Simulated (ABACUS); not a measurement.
# Al (Im-3m) in ABACUS: a series of runs

One crystal, Al, is run at these levels: PBE; tasks: single point.

Everything below comes from runs of ABACUS 3.10.1. Logs are shortened: lines on timing, memory, paths and dates and some standing lists are left out, and cuts for length are marked.

## 1. The structure

Symmetry: Im-3m, No. 229, cubic system. The conventional cell has a = 3.182 Å, b = 3.182 Å, c = 3.182 Å, α = 90.00°, β = 90.00°, γ = 90.00°. Al (site symmetry m-3m) is surrounded by 8 Al at 2.76 Å.

This isn't the form of Al at room conditions, which is fcc.

## 2. Single point, PBE

File INPUT:

```
INPUT_PARAMETERS
suffix              Al
calculation         scf
basis_type          lcao
pseudo_dir          ./
orbital_dir         ./
symmetry            1
dft_functional      pbe
ecutwfc             100
pseudo_rcut         10
nspin               1
nbands              6
ks_solver           genelpa
smearing_method     fd
smearing_sigma      0.00367493
scf_thr             1e-07
scf_nmax            100
mixing_type         broyden
mixing_beta         0.7
cal_force           1
cal_stress          1
out_mul             1
```

File STRU:

```
ATOMIC_SPECIES
Al 26.9815 Al.upf

NUMERICAL_ORBITAL
Al_confined-atom_8au_2s2p1d.orb

LATTICE_CONSTANT
1.8897261246

LATTICE_VECTORS
-1.5912186900 1.5912186900 1.5912186900
1.5912186900 -1.5912186900 1.5912186900
1.5912186900 1.5912186900 -1.5912186900

ATOMIC_POSITIONS
Direct

Al
0.0
1
0.0000000000 0.0000000000 0.0000000000 1 1 1
```

File KPT:

```
K_POINTS
0
Gamma
12 12 12 0 0 0
```

Potentials or basis: PseudoDojo NC SR 0.4.1 PBE standard, DZP LCAO (the cutoffs set its grid).

On the command line:

```sh
OMP_NUM_THREADS=1 mpirun -np 4 abacus > log
```

running log:

```text
ABACUS v3.10.1

               Atomic-orbital Based Ab-initio Computation at UStc

 ------------------------------------------------------------------------------------

 READING GENERAL INFORMATION
                           global_out_dir = OUT.Al/
                           global_in_card = INPUT
                               pseudo_dir = ./
                              orbital_dir = ./
                                    DSIZE = 4
                                    GSIZE = 1

 READING UNITCELL INFORMATION
                                    ntype = 1
                  lattice constant (Bohr) = 1.88973
              lattice constant (Angstrom) = 1

 READING ATOM TYPE 1
                               atom label = Al
                      L=0, number of zeta = 2
                      L=1, number of zeta = 2
                      L=2, number of zeta = 1
             number of atom for this type = 1

                        TOTAL ATOM NUMBER = 1
DIRECT COORDINATES
    atom                   x                   y                   z     mag                  vx                  vy                  vz
taud_Al1            0.0000000000        0.0000000000        0.0000000000  0.0000        0.0000000000        0.0000000000        0.0000000000

                          Volume (Bohr^3) = 108.754
                             Volume (A^3) = 16.1157

 Lattice vectors: (Cartesian coordinate: in unit of a_0)
             -1.59122            +1.59122            +1.59122
             +1.59122            -1.59122            +1.59122
             +1.59122            +1.59122            -1.59122
 Reciprocal vectors: (Cartesian coordinate: in unit of 2 pi/a_0)
                   +0           +0.314225           +0.314225
            +0.314225                  +0           +0.314225
            +0.314225           +0.314225                  +0
 The esolver type has been set to : ksdft_lcao

                PAO radial cut off (Bohr) = 10

 Read in pseudopotential file is Al.upf
                     pseudopotential type = NC
          exchange-correlation functional = PBE
                 nonlocal core correction = 1
                        valence electrons = 3
                                     lmax = 2
                           number of zeta = 2
                     number of projectors = 6
                           L of projector = 0
                           L of projector = 0
                           L of projector = 1
                           L of projector = 1
                           L of projector = 2
                           L of projector = 2
     initial pseudo atomic orbital number = 4

 SETUP THE ELECTRONS NUMBER
            electron number of element Al = 3
      total electron number of element Al = 3
            AUTOSET number of electrons:  = 3
                           occupied bands = 2
                                   NLOCAL = 13
                                   NBANDS = 6
                                   NBANDS = 6
                                   NLOCAL = 13

 SETUP THE PLANE WAVE BASIS
 energy cutoff for charge/potential (unit:Ry) = 400
            fft grid for charge/potential = [ 36, 36, 36 ]
                        fft grid division = [ 3, 3, 3 ]
        big fft grid for charge/potential = [ 12, 12, 12 ]
                                     nbxx = 432
                                     nrxx = 11664

 SETUP PLANE WAVES FOR CHARGE/POTENTIAL
                    number of plane waves = 14771
                         number of sticks = 817

 PARALLEL PW FOR CHARGE/POTENTIAL
     PROC   COLUMNS(POT)             PW
        1            205           3694
        2            204           3692
        3            204           3692
        4            204           3693
 --------------- sum -------------------
        4            817          14771
                            number of |g| = 170
                                  max |g| = 36.1378
                                  min |g| = 0

----------- Double Check Mixing Parameters Begin ------------
mixing_type: broyden
mixing_beta: 0.7
mixing_gg0: 1
mixing_gg0_min: 0.1
mixing_ndim: 8
----------- Double Check Mixing Parameters End ------------

 LATTICE VECTORS: (CARTESIAN COORDINATE: IN UNIT OF A0)
             -1.59122            +1.59122            +1.59122
             +1.59122            -1.59122            +1.59122
             +1.59122            +1.59122            -1.59122
                       right hand lattice = 1
                                   NORM_A = 2.75607
                                   NORM_B = 2.75607
                                   NORM_C = 2.75607
                           ALPHA (DEGREE) = 109.471
                           BETA  (DEGREE) = 109.471
                           GAMMA (DEGREE) = 109.471

 The lattice vectors have been changed (STRU_SIMPLE.cif)

(for optimal symmetric configuration:)
                             BRAVAIS TYPE = 2
                     BRAVAIS LATTICE NAME = 02. Cubic I (body-centered)
                                    ibrav = 2
                                    IBRAV = 2
                                  BRAVAIS = BODY CENTERED CUBIC
                       LATTICE CONSTANT A = 3.18244
Original cell was already a primitive cell.
                        ROTATION MATRICES = 48
              PURE POINT GROUP OPERATIONS = 48
                   SPACE GROUP OPERATIONS = 48
                              POINT GROUP = O_h
               POINT GROUP IN SPACE GROUP = O_h

 SETUP K-POINTS
                                    nspin = 1
                   Input type of k points = Monkhorst-Pack(Gamma)
                                   nkstot = 1728
                       right hand lattice = 1
(for reciprocal lattice: )
                             BRAVAIS TYPE = 3
                     BRAVAIS LATTICE NAME = 03. Cubic F (face-centered)
                                    ibrav = 3
                       right hand lattice = 1
(for k-lattice: )
                             BRAVAIS TYPE = 3
                     BRAVAIS LATTICE NAME = 03. Cubic F (face-centered)
                                    ibrav = 3
                       right hand lattice = 1
                        ROTATION MATRICES = 48
                               nkstot_ibz = 72
K-POINTS REDUCTION ACCORDING TO SYMMETRY
     IBZ    DIRECT_X    DIRECT_Y    DIRECT_Z  WEIGHT  ibz2bz
       1  0.00000000  0.00000000  0.00000000  0.0006       0
       2 -0.08333333  0.08333333  0.00000000  0.0069       1
       3 -0.16666667  0.16666667  0.00000000  0.0069       2
       4 -0.25000000  0.25000000  0.00000000  0.0069       3
       5 -0.33333333  0.33333333  0.00000000  0.0069       4
       6 -0.41666667  0.41666667  0.00000000  0.0069       5
[... 22 lines left out ...]
      29 -0.16666667  0.16666667  0.08333333  0.0139     178
      30  0.41666667  0.25000000  0.25000000  0.0139     183
[... 42 further k points ...]

                               nkstot now = 72
[... K-POINTS DIRECT COORDINATES: 72 rows ...]

           k-point number in this process = 72
       minimum distributed K point number = 72
[... stars of the k points ...]

[... K-POINTS CARTESIAN COORDINATES: 72 rows ...]

[... K-POINTS DIRECT COORDINATES: 72 rows ...]

 SETUP PLANE WAVES FOR WAVE FUNCTIONS
     energy cutoff for wavefunc (unit:Ry) = 100
              fft grid for wave functions = [ 36, 36, 36 ]
                    number of plane waves = 3043
                         number of sticks = 281

 PARALLEL PW FOR WAVE FUNCTIONS
     PROC   COLUMNS(POT)             PW
        1             70            760
        2             70            760
        3             71            762
        4             70            761
 --------------- sum -------------------
        4            281           3043

 SET NONLOCAL PSEUDOPOTENTIAL PROJECTORS
[... 5 lines left out ...]

 SETUP SEARCHING RADIUS FOR PROGRAM TO SEARCH ADJACENT ATOMS
                  longest orb rcut (Bohr) = 8
   longest nonlocal projector rcut (Bohr) = 1.78
                     search radius (Bohr) = 19.6
              searching radius is (Bohr)) = 19.6
         searching radius unit is (Bohr)) = 1.89
                         PeriodicBoundary = 1
                        Radius(unit:lat0) = 10.4
                                   glayer = [ 6, 6, 6 ]
                             glayer_minus = [ 5, 5, 5 ]

Find the coordinate range of the input atom(unit:lat0).
                                  min_tau = [ -23.9, -23.9, -23.9 ]
                                  max_tau = [ 23.9, 23.9, 23.9 ]
                                BoxNumber = [ 11, 11, 11 ]

 SETUP EXTENDED REAL SPACE GRID FOR GRID INTEGRATION
                          real space grid = [ 36, 36, 36 ]
                 big cell numbers in grid = [ 12, 12, 12 ]
             meshcell numbers in big cell = [ 3, 3, 3 ]
                        extended fft grid = [ 23, 23, 23 ]
                dimension of extened grid = [ 59, 59, 59 ]
                            UnitCellTotal = 125
              Atom number in sub-FFT-grid = 1
    Local orbitals number in sub-FFT-grid = 13
                                ParaV.nnr = 8869
                                 init_chg = atomic

 LCAO ALGORITHM --------------- ION=   1  ELEC=   1--------------------------------

 Density error is 0.0952303252261
----------------------------------------------------------
     Energy           Rydberg                 eV
----------------------------------------------------------
 E_KohnSham     -4.6227381981        -62.8955798568
 E_Harris       -4.6026736203        -62.6225872702
 E_Fermi        0.6056457238         8.2402328130
----------------------------------------------------------

 LCAO ALGORITHM --------------- ION=   1  ELEC=   2--------------------------------

 Density error is 0.0318422639454
----------------------------------------------------------
     Energy           Rydberg                 eV
----------------------------------------------------------
 E_KohnSham     -4.6225347976        -62.8928124510
 E_Harris       -4.6146547698        -62.7855991721
 E_Fermi        0.6035026901         8.2110753437
----------------------------------------------------------
[... 36 lines left out ...]
 Density error is 6.87336108849e-07
----------------------------------------------------------
     Energy           Rydberg                 eV
----------------------------------------------------------
 E_KohnSham     -4.6225487896        -62.8930028220
 E_Harris       -4.6225489336        -62.8930047814
 E_Fermi        0.6025667677         8.1983414667
----------------------------------------------------------

 LCAO ALGORITHM --------------- ION=   1  ELEC=   7--------------------------------

 Density error is 1.26757212072e-08
----------------------------------------------------------
     Energy           Rydberg                 eV
----------------------------------------------------------
 E_KohnSham     -4.6225487897        -62.8930028223
 E_KS(sigma->0) -4.6223951302        -62.8909121783
 E_Harris       -4.6225487924        -62.8930028593
 E_band         0.8231492422         11.1995199984
 E_one_elec     2.9970103598         40.7764178586
 E_Hartree      0.0045854732         0.0623885637
 E_xc           -2.1776359837        -29.6282575488
 E_Ewald        -5.4462013201        -74.0993704079
 E_entropy(-TS) -0.0003073189        -0.0041812880
 E_descf        0.0000000000         0.0000000000
 E_exx          0.0000000000         0.0000000000
 E_Fermi        0.6025667823         8.1983416642
----------------------------------------------------------

 charge density convergence is achieved
 final etot is -62.893002822 eV
 EFERMI = 8.1983416642 eV

 STATE ENERGY(eV) AND OCCUPATIONS    NSPIN == 1
 1/72 kpoint (Cartesian) = 0.0000 0.0000 0.0000 (470 pws)
       1       -3.07740     0.00115741
       2        21.6376        0.00000
       3        21.6376        0.00000
       4        21.6376        0.00000
       5        23.2654        0.00000
       6        23.2654        0.00000

 2/72 kpoint (Cartesian) = 0.026185 -0.026185 0.0000 (468 pws)
       1       -2.90750      0.0138889
       2        19.5836        0.00000
       3        20.4677        0.00000
       4        21.0286        0.00000
       5        22.5597        0.00000
       6        24.0408        0.00000

 3/72 kpoint (Cartesian) = 0.052371 -0.052371 0.0000 (468 pws)
       1       -2.30428      0.0138889
       2        16.0787    4.94771e-71
       3        19.0642        0.00000
       4        19.6915        0.00000
       5        21.3915        0.00000
       6        22.6363        0.00000
[... 9 lines left out ...]
 5/72 kpoint (Cartesian) = 0.10474 -0.10474 0.0000 (470 pws)
       1       0.102299      0.0138889
       2        9.42013    3.39132e-13
       3        17.1834    1.25799e-80
       4        17.3644    3.36991e-82
       5        19.4474        0.00000
       6        20.5360        0.00000

 6/72 kpoint (Cartesian) = 0.13093 -0.13093 0.0000 (467 pws)
       1        1.88568      0.0138889
       2        6.57914      0.0138889
       3        16.7176    1.39815e-76
       4        16.7693    4.96789e-77
       5        18.8494        0.00000
       6        20.0631        0.00000

[... levels at 66 further k points ...]

 correction force for each atom along direction 1 is 2.47548e-15
 correction force for each atom along direction 2 is 1.18397e-16
 correction force for each atom along direction 3 is -2.41882e-15
------------------------------------------------------------------------------------------
 TOTAL-FORCE (eV/Angstrom)
------------------------------------------------------------------------------------------
                       Al1         0.0000000000         0.0000000000         0.0000000000
------------------------------------------------------------------------------------------

----------------------------------------------------------------
 TOTAL-STRESS (KBAR)
----------------------------------------------------------------
        40.0294593923         0.0000000000         0.0000000000
         0.0000000000        40.0294593923         0.0000000000
        -0.0000000000        -0.0000000000        40.0294593923
----------------------------------------------------------------
 TOTAL-PRESSURE: 40.029459 KBAR

 --------------------------------------------
 !FINAL_ETOT_IS -62.8930028223133206 eV
 --------------------------------------------
```

Wall time 3.3 s (4 MPI ranks of AMD EPYC 7B13 (Zen 3), shared host); peak memory 0.36 GiB.

What came out:

```yaml
Free_energy: -62.8930 eV
Pressure: 4.0 GPa
Band_gap_on_the_k_mesh: none (metal or under the smearing width)
```

Caveat: the atomic orbitals were generated for these runs and aren't a published set; the basis of atomic orbitals isn't converged, which shifts pressures, moduli and gaps.

## 3. Single point, PBE (cell strained at random at fixed volume)

Edit INPUT of step 2 so:

```diff
@@ -22 +22,4 @@
 out_mul             1
+out_chg             1
+out_pot             2
+out_elf             1
```

File STRU:

```
ATOMIC_SPECIES
Al 26.9815 Al.upf

NUMERICAL_ORBITAL
Al_confined-atom_8au_2s2p1d.orb

LATTICE_CONSTANT
1.8897261246

LATTICE_VECTORS
-1.6989500000 1.5643060000 1.6007980000
1.6309530000 -1.5829090000 1.5514040000
1.6603660000 1.5443250000 -1.6194010000

ATOMIC_POSITIONS
Direct

Al
0.0
1
-0.0006930000 0.0123870000 0.0058490000 1 1 1
```

KPT is that of step 2.

Potentials or basis: PseudoDojo NC SR 0.4.1 PBE standard, DZP LCAO (the cutoffs set its grid).

On the command line:

```sh
OMP_NUM_THREADS=1 mpirun -np 4 abacus > log
```

Wall time 8.7 s (4 MPI ranks of AMD EPYC 7B13 (Zen 3), shared host); peak memory 0.4 GiB.

The run converged. Its results:

```yaml
Free_energy: -62.8914 eV
Pressure: 4.2 GPa
Band_gap_on_the_k_mesh: none (metal or under the smearing width)
```

Stress tensor (GPa, compression positive):
```
5.40 0.59 1.52
0.59 3.52 0.68
1.52 0.68 3.60
```

Levels at points of the mesh, in eV from the Fermi level:
```csv
k point,band 1,band 2,band 3,band 4
"(0.00, 0.00, 0.00)",-11.28,12.68,13.11,14.11
"(0.50, 0.00, 0.00)",-4.19,-3.42,7.61,7.67
"(0.00, 0.50, 0.00)",-4.35,-3.67,8.44,8.79
"(0.50, 0.50, 0.00)",-4.57,-4.16,8.52,8.54
"(0.00, 0.00, 0.50)",-4.36,-3.70,8.28,8.49
"(0.50, 0.00, 0.50)",-4.71,-4.45,8.93,9.12
"(0.00, 0.50, 0.50)",-4.31,-3.67,7.45,7.58
"(0.50, 0.50, 0.50)",1.00,2.28,2.59,2.66
```

Caveat: the atomic orbitals were generated for these runs and aren't a published set; the basis of atomic orbitals isn't converged, which shifts pressures, moduli and gaps.

## 4. Single point, PBE

Edit INPUT of step 3 so:

```diff
@@ -11,3 +11,3 @@
 nspin               1
-nbands              6
+nbands              4
 ks_solver           genelpa
```

File STRU:

```
ATOMIC_SPECIES
Al 26.9815 Al.upf

NUMERICAL_ORBITAL
Al_confined-atom_8au_1s1p.orb

LATTICE_CONSTANT
1.8897261246

LATTICE_VECTORS
-1.5912186900 1.5912186900 1.5912186900
1.5912186900 -1.5912186900 1.5912186900
1.5912186900 1.5912186900 -1.5912186900

ATOMIC_POSITIONS
Direct

Al
0.0
1
0.0000000000 0.0000000000 0.0000000000 1 1 1
```

KPT is that of step 3.

Potentials or basis: PseudoDojo NC SR 0.4.1 PBE standard, SZ LCAO (the cutoffs set its grid).

On the command line:

```sh
OMP_NUM_THREADS=1 mpirun -np 4 abacus > log
```

running log:

```text
ABACUS v3.10.1

               Atomic-orbital Based Ab-initio Computation at UStc

 ------------------------------------------------------------------------------------

 READING GENERAL INFORMATION
                           global_out_dir = OUT.Al/
                           global_in_card = INPUT
                               pseudo_dir = ./
                              orbital_dir = ./
                                    DSIZE = 4
                                    GSIZE = 1

 READING UNITCELL INFORMATION
                                    ntype = 1
                  lattice constant (Bohr) = 1.88973
              lattice constant (Angstrom) = 1

 READING ATOM TYPE 1
                               atom label = Al
                      L=0, number of zeta = 1
                      L=1, number of zeta = 1
             number of atom for this type = 1
[... 330 lines left out ...]
 6/72 kpoint (Cartesian) = 0.13093 -0.13093 0.0000 (467 pws)
       1        2.04286      0.0138889
       2        7.32467      0.0138889
       3        17.1171    1.08706e-73
       4        20.7148        0.00000

[... levels at 66 further k points ...]

 correction force for each atom along direction 1 is -2.58095e-15
 correction force for each atom along direction 2 is -3.69870e-15
 correction force for each atom along direction 3 is 1.50519e-16
------------------------------------------------------------------------------------------
 TOTAL-FORCE (eV/Angstrom)
------------------------------------------------------------------------------------------
                       Al1         0.0000000000         0.0000000000         0.0000000000
------------------------------------------------------------------------------------------

----------------------------------------------------------------
 TOTAL-STRESS (KBAR)
----------------------------------------------------------------
       216.3852642691        -0.0000000000        -0.0000000000
        -0.0000000000       216.3852642691         0.0000000000
         0.0000000000         0.0000000000       216.3852642691
----------------------------------------------------------------
 TOTAL-PRESSURE: 216.385264 KBAR

 --------------------------------------------
 !FINAL_ETOT_IS -62.0740984481498259 eV
 --------------------------------------------
```

It took 1.6 s on 4 MPI ranks of AMD EPYC 7B13 (Zen 3), shared host; peak memory 0.36 GiB.

The run converged, but some of its settings lie outside the range that counts as converged, so its numbers aren't taken as properties of the crystal.

Results:

| Item | Value |
| --- | --- |
| Free energy | -62.0741 eV |
| Pressure | 21.6 GPa |
| Band gap on the k mesh | none (metal or under the smearing width) |

Caveat: the atomic orbitals were generated for these runs and aren't a published set; the basis of atomic orbitals isn't converged, which shifts pressures, moduli and gaps.
